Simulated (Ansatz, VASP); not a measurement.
**Si53SbC54 (Sb_Si): VASP beside Ansatz**

Wanted: the spread between two codes on one cell, functional and k mesh. The cell is taken from a series of runs on this material, whose earlier steps may have relaxed, scaled, displaced or heated it; both programs get it as it stands.

Program: Ansatz 0.2.0. Level of theory: plane waves, with VASP 6.6.1 beside it; single point at r2SCAN. Results are calculated unless marked as measured.

## (1) The starting structure

The cell holds 108 atoms: 53 Si, 54 C and 1 Sb. Cell: a = 9.236 Å, b = 9.236 Å, c = 15.108 Å, α = 90.0°, β = 90.0°, γ = 120.0°. It derives from SiC (SiC (P6_3mc)). Nearest the centre at fractional (0.667, 0.667, 0.500): Sb108 at 0.01 Å, C88 at 2.05 Å, C106 at 2.06 Å, C82 at 2.06 Å, C103 at 2.07 Å, Si47 at 3.11 Å, Si17 at 3.12 Å, Si29 at 3.12 Å.

## (2) Ansatz: single point, r2SCAN

Ansatz runs on its PAW soft_1 files.

With cell and atoms fixed, the geometry can't cause a difference; cores, projectors, grids and the points listed under the comparison can.

Input file input.yaml:

```yaml
crystal:
  checkpoint: "../qm1.relax.run"
  host: checkpoint
basis:
  ecutwfc: 500
  xc_grid: 2
hamiltonian:
  xc: r2scan
  pseudopotentials: { kind: paw, azcp: { folder: soft_1 } }
kpoints:
  mp_grid: { grid: [2, 2, 2], shift: [0.5, 0.5, 0.5] }
scf:
  occupations: { method: fermi_dirac, width: 0.01 }
  max_iter: 60
output:
  forces: true
  eigenvalues: true
  charged_corrections: { defect_position: [0.666667, 0.666667, 0.499722] }
checkpoint:
  read: "../qm1.relax.run"
  write: "../qm1.point_neutral.run"
  compress: false
  write_wavefunctions: false
  write_every: 100000
magnetization:
  spin_polarized: true
  initial_magnetization: 1
  spin_locking: { lock_magnetization: hard }
```

Command:

```sh
> ansatz run input.yaml --threads 4 --pin off --max-ram 15073MiB --backend cpu --events-out ev --progress --plain --runs-dir out
```

Numbers of over 12 decimals in the logs are rounded to 6 here.

The log of the run:

```text
Warning: This run holds its total moment fixed (magnetization.spin_locking.lock_magnetization: hard) and mixes its density by anderson or broyden (scf.mixing.algorithm, typed or taken by auto). Slabs with a fixed moment have converged under broyden above another state at the same moment, at the default mixing steps and at smaller ones, and under scf.lower_state_search: standard, light or off a state that such a mixer [...]
checkpoint.read: neither the saved density nor the saved orbitals are used: the state is of another total charge, and does not settle where this run's electrons and spins go. The run starts from its atoms. Which states do: the manual's quickstart, A charge series.
crystal.checkpoint: the structure is that of <dir>, a `relax` run, at its step 6: its result, under r2scan at a charge of -1 e; 108 atoms read, 0 with a starting moment; this deck's charge is 0 e; no density is read with it (checkpoint.read); crystal.structure_sha256 for this input is
Engine: ansatz 0.2.0, aarch64-unknown-linux-gnu
Pseudopotentials: kind: paw
Pseudopotential: Si, paw, valence charge 4, recommended cutoff 500 eV (meta_gga), soft_1/Si.paw.azcp
Pseudopotential: C, paw, valence charge 4, recommended cutoff 500 eV (meta_gga), soft_1/C.paw.azcp
Pseudopotential: Sb, paw, valence charge 15, recommended cutoff 500 eV (meta_gga), soft_1/Sb.paw.azcp
Functional definition: r2SCAN
  parameter k0 = 0.174
  parameter k1 = 0.065
  parameter a1 = 4.9479
  exchange = r2scan_x(k0 = k0, k1 = k1, a1 = a1)
  correlation = r2scan_c
Crystal: 108 atoms, lattice volume = 1116.095 Å³
Basis set: ecut = 500 eV, 28399 PW (Γ), exchange–correlation on 144×144×240 points (8 copies of the dense FFT grid, shifted against one another)
Bands: 330, of which v1, the nominal top of the filled ones, is band 222 counted from 1 (221 counted from 0)
Symmetry: 1 space group operations
Space group: P1 (ITA 1), of the structure as read, at distance tolerance 1.0e-4 Å
Magnetic group: BNS 1.1 (UNI 1), of the structure as read, at distance tolerance 1.0e-4 Å
k-points: 4 of 8 (time reversal used)
Non-local potential: Si, projectors of the file, l = 0: 2, l = 1: 2, l = 2: 1
Non-local potential: C, projectors of the file, l = 0: 2, l = 1: 2, l = 2: 1
Non-local potential: Sb, projectors of the file, l = 0: 2, l = 1: 2, l = 2: 2, l = 3: 1
PAW form: soft (Blöchl's): semilocal exchange-correlation on the pseudo side does not see the compensation charge
PAW frozen core: Si, regenerated for the run's functional (the file was generated under x = pbe(κ = 0.804, μ = 0.219515), c = pbe(β = 0.066725))
PAW frozen core: C, regenerated for the run's functional (the file was generated under x = pbe(κ = 0.804, μ = 0.219515), c = pbe(β = 0.066725))
PAW frozen core: Sb, regenerated for the run's functional (the file was generated under x = pbe(κ = 0.804, μ = 0.219515), c = pbe(β = 0.066725))
PAW one-centre angular grid: Si, 302 points (default); XC on 160 Gauss nodes
PAW one-centre angular grid: C, 302 points (default); XC on 219 of its mesh's 2255 points in the sphere
PAW one-centre angular grid: Sb, 590 points (default); XC on 160 Gauss nodes
Initial density: superposition of atomic densities (chi_scale 0.1, normalization cell)
Starting moments: Σ|m| = 1 μB on 108 of 108 sites
Initial wavefunctions: pseudopotential atomic-orbital guess
Functional: x = r2scan, c = r2scan; τ floored in thin density (d = 2e-4 eV/Å³)
SCF iter   1: F=—  HF=-54061.765963 eV  |F-HF|=—  |Δ(HF+E_count)|=         —  Δρ=7.28e-2 (↑7.22e-2 ↓7.28e-2)  dr2=2.93e2  dr2_τ=7.62e0  dr2_m=2.22e-3  M=1.000 μB ∫|m|=1.000 μB  β_m=1.20  ethr=3.10e-3  ⟨swp⟩=6.0  Hψ=12120  notcnv=0  defer=563
preconditioner: auto → Resta (q_TF=auto, 2.339 Å⁻¹)  ε∞=3.9  [insulator: Δε(μ)=0.105 eV  Ē_g=13.646 eV  σ=0.010 eV  W_gap=0.99  n_scr=244 (ndim 8)  ℏωp=23.1 eV  f_vac=0.000  D(μ)=0.66/eV (n_scr^D=0)  ε∞_Penn≈3.9]
spin=Collinear: Resta preconditioning applied to the charge; magnetization (m = ρ↑ − ρ↓) channel mixes plain (no charge-response kernel on spin).
SCF iter   2: F=—  HF=-54003.826480 eV  |F-HF|=—  |Δ(HF+E_count)|=    5.79e1  Δρ=4.23e-2 (↑4.23e-2 ↓4.23e-2)  dr2=9.65e1  dr2_τ=3.92e-1  dr2_m=3.99e-4  M=1.000 μB ∫|m|=1.036 μB  β_m=1.20  ethr=3.10e-3  ⟨swp⟩=3.0  Hψ=4834  notcnv=0  defer=828  κ⁻¹=1.0e0(r=1)
[...]
k-point 2 ↑: bands = [... 218 lower, 9.2986, 9.3553, 9.5598, 12.1326, 12.3405, 12.7653, 12.8483, 12.9805, ... 104 higher]
  k-point 3 ↓: bands = [... 218 lower, 9.3003, 9.3764, 9.5600, 12.2539, 12.3405, 12.7888, 12.8746, 13.0866, ... 104 higher]
```

## (3) VASP: single point, r2SCAN

The same cell, functional, mesh and smearing now go to VASP, with its own data sets.

Lines of VASP's logs that name or quote its potential files are left out, and so is its time.

Input file INCAR:

```
SYSTEM = Si53SbC54
PREC = Accurate
ENCUT = 580
EDIFF = 1E-06
NELM = 200
ISMEAR = -1
SIGMA = 0.01
LREAL = Auto
ALGO = Normal
METAGGA = R2SCAN
LASPH = .TRUE.
NBANDS = 292
ISPIN = 2
MAGMOM = 0 0 0 0 0 0 0 0 0 0 0 0 0 0 0 0 0 0 0 0 0 0 0 0 0 0 0 0 0 0 0 0 0 0 0 0 0 0 0 0 0 0 0 0 0 0 0 0 0 0 0 0 0 0 0 0 0 0 0 0 0 0 0 0 0 0 0 -0 0 0 0 0 0 -0 0 0 0 0 0 0 0 0.01 0 0 0 0 0 0 0 0 0 0 0 0 0 0 0 -0 0 0 0 0 0 0 0 0.01 0 0
LORBIT = 11
LWAVE = .FALSE.
LCHARG = .FALSE.
ISIF = 2
ISYM = 0
NUPDOWN = 1
GGA_COMPAT = .FALSE.
LMIXTAU = .TRUE.
```

Input file POSCAR:

```
Si53SbC54
1.0
    9.2359949282      0.0000000000      0.0000000000
   -4.6179974641      7.9986062370      0.0000000000
    0.0000000000      0.0000000000     15.1078644027
Si C Sb
53 54 1
Direct
    0.1097798665      0.2175357595      0.8328286311
    0.2238621405      0.1155262477      0.3320789554
[... 2 atom lines left out ...]
    0.0042877004      0.0060589116      0.4993661860
[... 2 atom lines left out ...]
    0.2234066543      0.4486171073      0.3323378021
    0.2211191683      0.4424421489      0.6667947195
[... 7 atom lines left out ...]
    0.0046919681      0.6676727778      0.4998612048
[... 2 atom lines left out ...]
    0.5566774965      0.1151829957      0.3323302551
[... 5 atom lines left out ...]
    0.5547338181      0.4448866119      0.3293104742
    0.5533406196      0.4386518561      0.6707907773
[... 1 atom line left out ...]
    0.3280908328      0.3299588866      0.4995836591
[... 2 atom lines left out ...]
    0.5548662974      0.7846657395      0.3292444571
    0.5530513445      0.7773456068      0.6701908774
[... 1 atom line left out ...]
    0.3288418891      0.6672383032      0.4997294469
[... 2 atom lines left out ...]
    0.8905161083      0.1158326201      0.3322867949
    0.8883599725      0.1097226219      0.6667741924
[... 1 atom line left out ...]
    0.6669272584      0.0054352386      0.4996763936
[... 2 atom lines left out ...]
    0.8904021263      0.4485859819      0.3325229580
    0.8881167254      0.4427041571      0.6666634767
[... 1 atom line left out ...]
    0.6664378143      0.3293241903      0.4999883794
[... 2 atom lines left out ...]
    0.8949848981      0.7849854850      0.3292095242
    0.8921044816      0.7771947879      0.6706042406
[... 3 atom lines left out ...]
    0.0019099426      0.0054765012      0.3742065607
[... 2 atom lines left out ...]
    0.2223334609      0.1106375723      0.5425141284
[... 5 atom lines left out ...]
    0.2220526942      0.4446518136      0.5417851688
[... 2 atom lines left out ...]
    0.0013395011      0.6723456827      0.3745087744
    0.1126988810      0.8876865779      0.7100420448
[... 1 atom line left out ...]
    0.2224118003      0.7783939158      0.5420594858
[... 3 atom lines left out ...]
    0.4431112682      0.2181816227      0.7102018606
[... 1 atom line left out ...]
    0.5542438560      0.1103028676      0.5422037238
[... 2 atom lines left out ...]
    0.3354633826      0.3388622268      0.3743523299
    0.4435192930      0.5529102933      0.7082580496
    0.5554425433      0.4441567737      0.2059774757
    0.5444865743      0.4242347607      0.5463283584
[... 2 atom lines left out ...]
    0.3352476314      0.6720339021      0.3745628746
    0.4430948242      0.8876063215      0.7098773515
    0.5552874207      0.7793546991      0.2059467945
    0.5457648034      0.7869407756      0.5458409791
[... 2 atom lines left out ...]
    0.6681939877      0.0052281550      0.3745208602
[... 2 atom lines left out ...]
    0.8884547474      0.1109782824      0.5417384146
[... 2 atom lines left out ...]
    0.6678010996      0.3390799967      0.3746006246
    0.7773433528      0.5532426476      0.7084658361
[... 1 atom line left out ...]
    0.8881002849      0.4447854639      0.5414721958
[... 2 atom lines left out ...]
    0.6688435044      0.6728039431      0.3627785557
    0.7772647584      0.8866015182      0.7080928957
    0.8908207756      0.7793284952      0.2058735367
    0.9085319020      0.7882350062      0.5458215948
[... 1 atom line left out ...]
    0.6664045740      0.6670363893      0.4993079960
```

Input file KPOINTS:

```
Points of the shifted mesh
8
Reciprocal
 0.2500000000  0.2500000000  0.2500000000 1
 0.2500000000  0.2500000000  0.7500000000 1
 0.2500000000  0.7500000000  0.2500000000 1
 0.2500000000  0.7500000000  0.7500000000 1
 0.7500000000  0.2500000000  0.2500000000 1
 0.7500000000  0.2500000000  0.7500000000 1
 0.7500000000  0.7500000000  0.2500000000 1
 0.7500000000  0.7500000000  0.7500000000 1
```

Potentials, in the order of the species: Si, C and Sb (PBE family, release 64).

Command:

```sh
> export OMP_NUM_THREADS=4
> mpirun -np 1 vasp_std
```

The log of the run:

```text
[banner, memory and clock lines left out]
running    1 mpi-ranks, on    1 nodes
[...]
Offloading initialized ...    1 GPUs detected
[...]
|                                                                             |
|               ----> ADVICE to this user running VASP <----                  |
|                                                                             |
|     You enforced a specific xc type in the INCAR file but a different       |
|     [... a line on the potential file left out ...]
|     I HOPE YOU KNOW WHAT YOU ARE DOING!                                     |
|                                                                             |

 LDA part: xc-table for (None), standard interpolation
 POSCAR, INCAR and KPOINTS ok, starting setup
[...]
entering main loop
       N       E                     dE             d eps       ncg     rms          rms(c)
DAV:   1     0.124446899509E+04    0.12445E+04   -0.21732E+05  9344   0.151E+03
DAV:   2    -0.104512837590E+04   -0.22896E+04   -0.21592E+04 11384   0.256E+02
DAV:   3    -0.121392840647E+04   -0.16880E+03   -0.16677E+03 11432   0.653E+01
DAV:   4    -0.121824015680E+04   -0.43118E+01   -0.42893E+01 11288   0.114E+01
[...]
DAV:  14    -0.105558562096E+04   -0.12579E-04   -0.38871E-05 10856   0.118E-02    0.187E-02
DAV:  15    -0.105558561658E+04    0.43847E-05   -0.35680E-06  9056   0.425E-03    0.924E-03
DAV:  16    -0.105558561727E+04   -0.68806E-06   -0.21643E-06  6384   0.294E-03
   1 F= -.10555856E+04 E0= -.10555833E+04  d E =-.459006E-02  mag=     0.9949
```

Parts of OUTCAR (step 3):

```text
  FREE ENERGIE OF THE ION-ELECTRON SYSTEM (eV)
  ---------------------------------------------------
  free  energy   TOTEN  =     -1055.5856172656 eV

  energy  without entropy=    -1055.5810272078  energy(sigma->0) =    -1055.58332224

 magnetization (x)
# of ion       s       p       d       tot
------------------------------------------
    1        0.001   0.001   0.000   0.002
    2        0.001   0.001   0.000   0.003
    3        0.001   0.005   0.000   0.005
    4        0.000   0.003   0.000   0.003
    5        0.000   0.003   0.000   0.003
    6        0.000   0.001   0.000   0.001
    7        0.001   0.001   0.000   0.002
    8        0.001   0.001   0.000   0.002
    9        0.001   0.005   0.000   0.005
   10        0.000   0.002   0.000   0.003
   11        0.001   0.003   0.000   0.004
   12        0.000   0.001   0.000   0.001
   13        0.001   0.001   0.000   0.002
[...]
--------------------------------------------------
tot          0.103   0.106   0.007   0.216
```

The run ends at a pressure of 1.55 GPa, with forces up to 0.30 eV/Å.

## (4) Comparison

Known differences besides the potentials themselves: VASP starts from the moments at which Ansatz ended; VASP keeps PBE cores, Ansatz makes them for the functional; the data sets hold 443 valence electrons in Ansatz (on its PAW soft_1 files) and 433 in VASP; the cutoff is 500 eV in Ansatz and 580 eV in VASP (PREC = Accurate, projectors in real space). Total energies have different zeros and are not compared.

Compared:

| quantity | Ansatz | VASP | difference |
| --- | --- | --- | --- |
| total moment, fixed by the input (μB) | 1.00 | 0.99 | +0.01 |

Forces on 9 of the 108 atoms, those with the largest forces and the largest differences (eV/Å; atoms numbered as in POSCAR):

| atom | Ansatz x, y, z | VASP x, y, z |
| --- | --- | --- |
| C67 | 0.121, -0.230, -0.053 | 0.120, -0.231, -0.051 |
| C73 | 0.123, -0.232, -0.064 | 0.123, -0.231, -0.063 |
| C88 | -0.032, 0.114, -0.079 | -0.130, 0.170, -0.039 |
| C91 | 0.104, -0.234, -0.079 | 0.105, -0.233, -0.078 |
| C96 | -0.143, 0.189, -0.125 | -0.143, 0.189, -0.123 |
| C97 | 0.134, -0.239, -0.041 | 0.133, -0.238, -0.040 |
| C103 | 0.049, -0.262, -0.024 | 0.051, -0.259, -0.138 |
| C106 | -0.125, -0.020, -0.050 | -0.032, 0.032, -0.013 |
| Sb108 | 0.158, -0.105, 0.191 | 0.161, -0.117, 0.194 |

The forces differ by 13 meV/Å r.m.s., which is 15.4 % of the r.m.s. force of 0.084 eV/Å (both taken over all components).

## (5) Outcome

```
r.m.s. force difference (single point, r2SCAN) : 13 meV/Å
```

What this shows: The r.m.s. force difference is 13 meV/Å (single point, r2SCAN), beyond the 12 meV/Å picked in this series as the mark of a large difference. The data sets hold unlike numbers of valence electrons (443 in Ansatz and 433 in VASP), so part of the differences comes from the potentials. What causes the difference of the single point, r2SCAN pair stays open here. Such differences can come from data sets, numerical settings and the points named under the comparisons, not from the functional's error against experiment.

[Lines on the potential files, build, host, timing and source positions are cut from VASP's logs without a mark.]

[Logs are printed without paths, hosts, clocks, repeated set-up lines and the standing remarks that a program may print on its own settings, such as how far it seeks lower states.]

[Hosts, paths, dates, database ids (printed as entryN), source tags and the programs' standing remarks are cut or masked in the printed files.]
